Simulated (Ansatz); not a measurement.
## TaN: what symmetry allows forces and stress to be

```
Ta N
1.0
     3.02036    0.00000    0.00000
    -1.51018    2.61570    0.00000
     0.00000    0.00000    5.18838
Ta N
2 2
Cartesian
  0.0000 1.7438 -0.1050
  1.5102 0.8719 2.4892
  0.0000 1.7438 2.1026
  1.5102 0.8719 4.6967
```

These are results of Ansatz 0.2.0, DFT PBEsol, scalar-relativistic, plane waves, PAW, not measurements.

Plane waves to 420 eV, a k mesh through Γ of 15×15×8 on the computed 4-atom cell and Gaussian smearing (0.10 eV); no spin polarisation.

This distorted cell has space group P6_3mc, with 12 operations.

Question: Without a calculation: in which directions can each atom feel a force?

Answer: A force must be left unchanged by every operation that keeps its atom in place, so it lies in the space that those operations leave fixed. Atoms that the group maps onto each other feel forces of one size.
```tsv
atom	site symmetry	operations at the site	equivalent to atom	allowed force (Cartesian)
Ta1	3m.	6	1	along (0.00, 0.00, 1.00)
Ta2	3m.	6	1	along (0.00, 0.00, 1.00)
N3	3m.	6	3	along (0.00, 0.00, 1.00)
N4	3m.	6	3	along (0.00, 0.00, 1.00)
```

That leaves 2 independent force components of 12, tied by 1 condition that the forces sum to zero, so 1 remains. A relaxation in this cell that keeps the symmetry moves the atoms in these directions alone.

Question: And the stress tensor?

Answer: It must be invariant under the point group, which leaves 2 independent components: yz, xz, xy vanish; xx = yy.

Question: Do the computed values obey this?

Answer: Yes. Forces (eV/Å):
```
Ta1  0.000  0.000  4.858
Ta2  0.000  0.000  4.858
N3   0.000  0.000 -4.858
N4   0.000  0.000 -4.858
```

Stress (GPa, compression positive, xx yy zz yz xz xy): 179.45 179.45 35.31 0.00 0.00 0.00. The program imposes the same operations on density, forces and stress, so this confirms the analysis and is no independent test of the calculation.

Spin–orbit coupling is left out, which can shift energies with elements as heavy as these.

This wurtzite form isn't the usual stable structure of the compound.